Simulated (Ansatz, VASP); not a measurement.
Two plane-wave programs on As

Contents of INCAR:

```
PREC = Accurate ; ENCUT = 520
EDIFF = 1E-7 ; ISMEAR = -1
SIGMA = 0.1 ; LREAL = F
LASPH = T ; NELM = 100
ALGO = Normal ; ISIF = 2
LWAVE = F ; LCHARG = F
GGA = RE ; NBANDS = 8
```

KPOINTS

```
regular mesh
0
Gamma
  14 14 14
```

Contents of POSCAR:

```
As
1.0
    0.0000000000      2.2235035806      2.2235035806
    2.2235035806      0.0000000000      2.2235035806
    2.2235035806      2.2235035806      0.0000000000
As
1
Direct
    0.0000000000      0.0000000000      0.0000000000
```

Input for Ansatz:

```yaml
crystal:
  lattice:
    - [0.0, 2.2235035806, 2.2235035806]
    - [2.2235035806, 0.0, 2.2235035806]
    - [2.2235035806, 2.2235035806, 0.0]
  atoms:
    - { symbol: As, position: [0.0, 0.0, 0.0] }
hamiltonian:
  xc: revpbe
  pseudopotentials:
    kind: paw
    azcp:
      As: "pseudopotentials/As.paw.azcp"
basis:
  ecutwfc: 420
  fft_grid_basis: typed
kpoints:
  mp_grid: { grid: [14, 14, 14], shift: [0, 0, 0] }
magnetization:
  spin_polarized: false
scf:
  occupations: { method: fermi_dirac, width: 0.1 }
  lower_state_search: "off"
output:
  stress: true
```

Alike in both runs: task single point; functional revPBE; k mesh 14 × 14 × 14; occupations fermi-dirac, width 0.1 eV; no spin polarisation.

|  | VASP | Ansatz |
| --- | --- | --- |
| version | VASP 6.6.1 | Ansatz 0.2.0 |
| potentials or method | VASP PAW PBE potentials, release 64 (As) | plane waves (420 eV) with PAW, scalar-relativistic |
| plane-wave cutoff (eV) | 520 | 420 |
| valence electrons in the cell | 5 | 15 |

```csv
,VASP,Ansatz,Ansatz less VASP
pressure (GPa),-6.6,-6.6,+0.03
```

The two sets of potentials don't hold the same shells in valence.

Caveats: the PAW data sets were made with another functional, which shifts forces and pressure a little (VASP).
